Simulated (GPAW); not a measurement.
# BeS (F-43m) in GPAW: single point with PBE

Aim: the single point of BeS with PBE.

All numbers are computed with GPAW 26.7.0; they aren't measurements. Logs are shortened: lines on timing, memory, paths and dates and some standing lists are left out, and cuts for length are marked. The log counts tension as positive stress, the text compression.

### Step 1. The structure

The structure is cubic, space group F-43m (No. 216). The conventional cell has a = 4.850 Å, b = 4.850 Å, c = 4.850 Å, α = 90.00°, β = 90.00°, γ = 90.00°. S (site symmetry -43m) has 4 Be at 2.10 Å as nearest neighbours. Be (site symmetry -43m) has 4 S at 2.10 Å as nearest neighbours.

### Step 2. Single point, PBE

run.py

```python
from ase.dft.bandgap import bandgap
from ase.io import read, write
from ase.units import GPa
from gpaw import GPAW, PW

atoms = read('POSCAR')

calc = GPAW(mode=PW(550),
            xc='PBE',
            kpts={'size': (8, 8, 8), 'gamma': True},
            occupations={'name': 'fermi-dirac', 'width': 0.05},
            nbands=11,
            maxiter=120,
            txt='gpaw.txt')
atoms.calc = calc
energy = atoms.get_potential_energy()
forces = atoms.get_forces()
stress = atoms.get_stress()
calc.write('gs.gpw')
write('result.traj', atoms)
print(f'Energy: {energy:.6f} eV')
print('Forces (eV/A):')
print(forces.round(4))
print('Stress (GPa):', (stress / GPa).round(3))
print('Fermi level:', round(calc.get_fermi_level(), 4), 'eV')
print(f'Gap: {bandgap(calc)[0]:.4f} eV, direct: {bandgap(calc, direct=True)[0]:.4f} eV')
```

POSCAR

```
BeS
1.0
    0.0000000000      2.4250000000      2.4250000000
    2.4250000000      0.0000000000      2.4250000000
    2.4250000000      2.4250000000      0.0000000000
S Be
1 1
Direct
    0.7500000000      0.7500000000      0.7500000000
    0.0000000000      0.0000000000      0.0000000000
```

Potentials or basis: GPAW PAW data sets (gpaw-data 1.2.1), pw.

The run is started by

```console
$ OMP_NUM_THREADS=1 python run.py
```

gpaw.txt:

```text
__  _  _
 | _ |_)|_||  |
 |__||  | ||/\| - 26.7.0

Input parameters:
  mode=PW(ecut=550.0),
  kpts=MonkhorstPack(size=(8, 8, 8), gamma=True),
  maxiter=120,
  nbands=11,
  occupations=Occupations(name='fermi-dirac', width=0.05),
  xc=XC(name='PBE')

Diagonalizing LCAO Hamiltonian
Converting LCAO to pw mode

                   S

       Be

Atoms  # Å, Bohr magnetons
|   | symbol |        x |        y |        z |    initial magnetic moments |
|---|--------|----------|----------|----------|-----------------------------|
| 0 |      S | 3.637500 | 3.637500 | 3.637500 | ( 0.0000,  0.0000,  0.0000) |
| 1 |     Be | 0.000000 | 0.000000 | 0.000000 | ( 0.0000,  0.0000,  0.0000) |

Unit cell  # Å
| periodic |        x |        y |        z |  lengths |    angles |
|----------|----------|----------|----------|----------|-----------|
|      yes | 0.000000 | 2.425000 | 2.425000 | 3.429468 | 60.000000 |
|      yes | 2.425000 | 0.000000 | 2.425000 | 3.429468 | 60.000000 |
|      yes | 2.425000 | 2.425000 | 0.000000 | 3.429468 | 60.000000 |

Number of symmetries: 24
Symmetry operations  # r_c * U_cc + t_c -> r_c
|    | kind |            matrix            |
|----|------|------------------------------|
|  0 |  E   |  1, 0, 0,  0, 1, 0,  0, 0, 1 |
|  1 |  σ   |  1, 0, 0,  0, 0, 1,  0, 1, 0 |
|  2 |  σ   |  1, 0,-1,  0, 1,-1,  0, 0,-1 |
|  3 |  C3  |  1, 0,-1,  0, 0,-1,  0, 1,-1 |
|  4 |  C3  |  1,-1, 0,  0,-1, 1,  0,-1, 0 |
|  5 |  σ   |  1,-1, 0,  0,-1, 0,  0,-1, 1 |
|  6 |  σ   |  0, 1, 0,  1, 0, 0,  0, 0, 1 |
|  7 |  C3  |  0, 1, 0,  0, 0, 1,  1, 0, 0 |
|  8 |  C2  |  0, 1,-1,  1, 0,-1,  0, 0,-1 |
|  9 |  S4  |  0, 1,-1,  0, 0,-1,  1, 0,-1 |
| 10 |  C3  |  0, 0, 1,  1, 0, 0,  0, 1, 0 |
| 11 |  σ   |  0, 0, 1,  0, 1, 0,  1, 0, 0 |
| 12 |  S4  |  0, 0,-1,  1, 0,-1,  0, 1,-1 |
| 13 |  C3  |  0, 0,-1,  0, 1,-1,  1, 0,-1 |
| 14 |  S4  |  0,-1, 1,  1,-1, 0,  0,-1, 0 |
| 15 |  C2  |  0,-1, 1,  0,-1, 0,  1,-1, 0 |
| 16 |  C3  |  0,-1, 0,  1,-1, 0,  0,-1, 1 |
| 17 |  S4  |  0,-1, 0,  0,-1, 1,  1,-1, 0 |
| 18 |  S4  | -1, 1, 0, -1, 0, 1, -1, 0, 0 |
| 19 |  C3  | -1, 1, 0, -1, 0, 0, -1, 0, 1 |
| 20 |  C3  | -1, 0, 1, -1, 1, 0, -1, 0, 0 |
| 21 |  S4  | -1, 0, 1, -1, 0, 0, -1, 1, 0 |
| 22 |  σ   | -1, 0, 0, -1, 1, 0, -1, 0, 1 |
| 23 |  C2  | -1, 0, 0, -1, 0, 1, -1, 1, 0 |

BZ-sampling:
  Number of BZ points: 512
  Number of IBZ points: 29

  Monkhorst-Pack size: [8, 8, 8]
  Monkhorst-Pack shift: [0.0625, 0.0625, 0.0625]

K-points  # in reciprocal-cell coordinates
|     |                                coordinates |     weight |
|-----|--------------------------------------------|------------|
|   0 | (  0.00000000,   0.00000000,   0.00000000) | 0.00195312 |
|   1 | (  0.12500000,   0.12500000,   0.00000000) | 0.01171875 |
|   2 | (  0.12500000,   0.12500000,   0.12500000) | 0.01562500 |
|   3 | (  0.25000000,   0.12500000,   0.12500000) | 0.02343750 |
|   4 | (  0.25000000,   0.25000000,   0.00000000) | 0.01171875 |
|   5 | (  0.25000000,   0.25000000,   0.12500000) | 0.04687500 |
|   6 | (  0.25000000,   0.25000000,   0.25000000) | 0.01562500 |
|   7 | (  0.37500000,   0.25000000,  -0.37500000) | 0.04687500 |
|   8 | (  0.37500000,   0.25000000,   0.12500000) | 0.04687500 |
|   9 | (  0.37500000,   0.25000000,   0.25000000) | 0.04687500 |
| ... |                                            |            |
|  28 | (  0.50000000,   0.50000000,   0.50000000) | 0.00781250 |

Plane wave coefficients: 869
Cutoff: 550.0 eV

Spin-components: 1 (collinear spins)
Bands:           11
Projectors:      8
Spin-degeneracy: 2
Datatype:        complex128

Parallelization:
  kpt:    1
  domain: 1
  band:   1

Density:
  Valence electrons: 8.0
  Components: 1
  Grid points: [20 20 20]
  Charge: 0.0  # |e|

Potential:
  Grid points: [20 20 20]

species:
  S:
    name:    Sulfur
    Z:       16.0
    valence: 6
    core:    10
    charge:  0.0  # [|e|]
    compensation charges:
      type: gauss
      rc: 0.24  # [Å]
      lmax: 2
    cutoffs:
      filter: 1.77  # [Å]
      core: 1.66  # [Å]
    projectors
    | kind |    occ | energy [eV] | rcut [Å] |
    |------|--------|-------------|----------|
    |   3s |  2.000 |     -17.254 |    0.974 |
    |   3p |  4.000 |      -7.008 |    0.979 |
    |    s |        |       9.957 |    0.974 |
    |    p |        |      20.203 |    0.979 |
    |    d |        |       0.000 |    0.900 |

    Using partial waves for S as LCAO basis

  Be:
    name:    Beryllium
    Z:       4.0
    valence: 2
    core:    2
    charge:  0.0  # [|e|]
    compensation charges:
      type: gauss
      rc: 0.25  # [Å]
      lmax: 2
    cutoffs:
      filter: 1.42  # [Å]
      core: 1.77  # [Å]
    projectors
    | kind |    occ | energy [eV] | rcut [Å] |
    |------|--------|-------------|----------|
    |   2s |  2.000 |      -5.610 |    0.794 |
    |   2p |  0.000 |      -2.018 |    0.794 |
    |    s |        |      21.602 |    0.794 |

    Using partial waves for Be as LCAO basis

Reference energy: -11255.804871  # eV

eigensolver:
  PPCG
  Converge bands: occupied
  niter=2

density mixing:
  MSR1-Mixer
  Pratt-step length: 0.05
  Maximum mixing coefficient: 0.75
  Old densities: 10
  SVD Regularization: 0.005
  Good broyden scale: 1.0
  Trust region scale: 1.0
  Backstep threshold: 4.0
  History deletion threshold: 6.0
  Fourier metric: weight=20.0, sigma=0.015

occupation numbers:
  Fermi-Dirac:
    width: 0.0500  # eV

poisson solver:
  ecut: 4400.0  # eV

xc functional:
  name: PBE with 2 nearest neighbor stencil

convergence criteria:
- Maximum [total energy] change in last 3 cyles: 0.0005 eV / valence electron
- Maximum integral of absolute [dens]ity change: 0.0001 electrons / valence electron
- Maximum integral of absolute [eigenst]ate change: 4e-08 eV^2 / valence electron
maximum number of iterations: 120

SCF iterations
|iter     | |      energy | eigst |  dens |
|---------|-|-------------|-------|-------|
|iter:   1| |  -10.040051 | -0.08 |       |
|iter:   2| |  -10.024156 | -2.41 | -0.93 |
|iter:   3| |   -9.917311 | -2.11 | -0.96 |
|iter:   4| |   -9.920044 | -3.21 | -1.57 |
|iter:   5| |   -9.920581c| -4.51 | -2.18 |
|iter:   6| |   -9.920645c| -5.54 | -2.68 |
|iter:   7| |   -9.920646c| -7.20 | -3.76 |
|iter:   8| |   -9.920646c| -8.16c| -4.17c|

Converged in 8 steps
Energy contributions relative to reference atoms: (reference = -11255.804871)

Energy contributions:
  Kinetic:          11.765540
  Coulomb:         -10.829124
  Zero:              0.010760
  External:          0.000000
  Xc:              -10.867822
  Entropy:          -0.000000
  Spinorbit:         0.000000
  ----------------------------
  Free energy:      -9.920646
  Extrapolated:     -9.920646

dipole moment: (-1.691640, -1.691640, -1.691640)  # |e|*Ang

Fermi level: 6.559
Eigenvalues  # (at kpt = [0.000, 0.000, 0.000])
| band index |      eig [eV] | occ [0-2] |
|------------|---------------|-----------|
|          0 |        -9.014 |     2.000 |
|          1 |         4.692 |     2.000 |
|          2 |         4.692 |     2.000 |
|          3 |         4.692 |     2.000 |
|          4 |        10.336 |     0.000 |
|          5 |        10.336 |     0.000 |
|          6 |        10.336 |     0.000 |
|          7 |        10.565 |     0.000 |
|          8 |        17.360 |     0.000 |
|          9 |        17.360 |     0.000 |
|         10 |        19.588 |     0.000 |

Gap: 3.103 eV
Transition (v -> c):
  (s=0, k=0, n=3, [0.00, 0.00, 0.00]) -> (s=0, k=24, n=4, [0.50, 0.50, 0.00])
Direct/indirect transitions are different
Direct gap: 5.643 eV
Transition at: (s=0, k=0, n=3, [0.00, 0.00, 0.00])

Forces  # eV/Ang
|        x |       y |        z |
|----------|---------|----------|
|  0.00000 | 0.00000 | -0.00000 |  # S    0
| -0.00000 | 0.00000 | -0.00000 |  # Be   1

Stress tensor  # eV/Ang^3
|         x |         y |         z |
|-----------|-----------|-----------|
| -0.013736 |  0.000000 |  0.000000 |
|  0.000000 | -0.013736 |  0.000000 |
|  0.000000 |  0.000000 | -0.013736 |

# Writing to gs.gpw (mode='')
```

Wall time 4.8 s (1 thread of INTEL XEON PLATINUM 8581C at 2.10GHz (Emerald Rapids), shared host); peak memory 0.13 GiB.

The run converged, but some of its settings lie outside the range that counts as converged, so its numbers aren't taken as properties of the crystal.

What came out:

```
Free energy            : -9.9206 eV
Pressure               : 2.2 GPa
Band gap on the k mesh : 3.10 eV, indirect (least direct gap 5.64 eV)
```

Caveat: the cutoff is short for stress and forces, so pressures can be off by a GPa or more.
